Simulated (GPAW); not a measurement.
BN:

```
N B
1.0
     0.00000    1.81300    1.81300
     1.81300    0.00000    1.81300
     1.81300    1.81300    0.00000
N B
1 1
Direct
  0.25000 0.25000 0.25000
  0.00000 0.00000 0.00000
```

The cell is a database's computed one.

Base run:

| Quantity | Value |
| --- | --- |
| Program | GPAW 26.7.0 |
| Functional | PBEsol |
| Potentials or basis | PAW data sets generated in the run's folder for this functional |
| Cutoff | 800 eV |
| Basis | pw |
| k mesh | 13 × 13 × 13 |
| Occupations | fermi-dirac, width 0.05 eV |
| Spin | no spin polarisation |

Its results: band gap on the k mesh 4.35 eV, indirect (least direct gap 8.73 eV); pressure -7.5 GPa.

Q: After a change of settings the same cell gave: band gap on the k mesh 4.93 eV, indirect (least direct gap 8.88 eV); pressure 5.2 GPa. Which change was it?
A. functional from PBEsol to BLYP
B. functional from PBEsol to LDA; potentials or basis from PAW data sets generated in the run's folder for this functional to the program's PAW data sets (release 1.2.1) made for this functional
C. functional from PBEsol to RPBE; potentials or basis from PAW data sets generated in the run's folder for this functional to the program's PAW data sets (release 1.2.1) made for this functional
D. functional from PBEsol to revPBE; potentials or basis from PAW data sets generated in the run's folder for this functional to the program's PAW data sets (release 1.2.1) made for this functional

A: A.

BLYP binds less tightly than PBEsol, so the same cell stands under more pressure.

Caveats: an odd mesh through Γ misses points on the zone boundary, where band edges often lie (some runs).

Not every run made on this cell is shown here.
